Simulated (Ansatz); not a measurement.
Write the native input for Ansatz 0.2.0 that does the following.

```
Task                : single point
Functional          : PBE
Potentials or basis : Ansatz PAW
Cutoff              : 420 eV (not typed: the program's choice for these potentials)
k mesh              : 8 × 8 × 8
Occupations         : gaussian, width 0.028 eV
Spin                : no spin polarisation
```

Si:

```
CELL_PARAMETERS angstrom
0.00000 2.72185 2.72185
2.72185 0.00000 2.72185
2.72185 2.72185 0.00000
ATOMIC_POSITIONS crystal
Si 0.50000 0.50000 0.50000
Si 0.75000 0.75000 0.75000
```

One way to write it, as run:

input.yaml

```yaml
crystal:
  lattice:
    - [0.0, 2.7218511865, 2.7218511865]
    - [2.7218511865, 0.0, 2.7218511865]
    - [2.7218511865, 2.7218511865, 0.0]
  atoms:
    - { symbol: Si, position: [0.5, 0.5, 0.5] }
    - { symbol: Si, position: [0.75, 0.75, 0.75] }
hamiltonian:
  xc: pbe
  pseudopotentials: { kind: paw }
kpoints:
  mp_grid: { grid: [8, 8, 8] }
scf:
  occupations: { method: gaussian, width: 0.028 }
output:
  forces: true
  stress: true
  eigenvalues: true
  write_density: true
  write_potential: true
  elf: true
  volumetric_format: npy
```

Potentials or basis: Ansatz PAW.

Run with:

```sh
$ ansatz run input.yaml --threads 2 --pin off --max-ram 5632MiB --backend cpu --events-out ev --progress --plain --runs-dir out
```

It gave:

The pressure is 1.3 GPa and the band gap on the k mesh is 0.63 eV, indirect (least direct gap 2.56 eV).

It took 0.98 s on 2 threads of Intel(R) Xeon(R) Processor @ 2.70GHz, on a shared host, peak memory 0.3 GiB.
